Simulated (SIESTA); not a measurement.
**MgS (Niningerite) under changes of volume**

One of the cells (17.609 Å³/atom); the others are scaled copies at fixed shape and fractional positions:

```
S Mg
1.0
     0.00000    2.60165    2.60165
     2.60165    0.00000    2.60165
     2.60165    2.60165    0.00000
S Mg
1 1
Direct
  0.50000 0.50000 0.50000
  0.00000 0.00000 0.00000
```

- Program: SIESTA 5.4.2
- Functional: LDA
- Potentials or basis: PseudoDojo 0.4 standard (LDA files)
- Basis: DZP (energy shift 0.003 Ry; two zetas on semicore shells)
- Grid cutoff: 800 Ry
- Energy shift: 0.003 Ry
- k mesh: 9 × 9 × 9
- Occupations: fermi-dirac, width 0.05 eV
- Spin: no spin polarisation

```csv
volume (Å³/atom),energy over the lowest point (meV/atom),pressure (GPa),gap on the mesh (eV)
16.553,11.43,4.6,2.74
16.905,3.61,2.6,2.70
17.257,0.00,0.8,2.67
17.609,0.21,-0.9,2.63
17.962,3.80,-2.4,2.59
18.314,?,?,?
18.666,19.90,-4.9,2.51
```

**Question.** What does the run at 18.314 Å³/atom give?

**Answer.** Energy over the lowest point 10.46 meV/atom; pressure -3.7 GPa; gap on the mesh 2.55 eV.

Worked out: A Birch-Murnaghan fit of order 3 (a polynomial in V^(-2/3)) to the other rows has its minimum at 17.41 Å³/atom with B0 = V·E''(V) = 81 GPa and B' = 4.3. It gives 10.48 meV/atom at 18.314 Å³/atom, against the run's 10.46, and -dE/dV = -3.7 GPa, against -3.7. A straight line through the other rows of the gap, of slope -1.9 eV per unit of ln V, gives 2.55 eV, against the run's 2.55.

Energies are extrapolated to zero smearing.

Caveats: an odd mesh through Γ misses points on the zone boundary, where band edges often lie; the basis of atomic orbitals isn't converged, which shifts pressures, moduli and gaps.
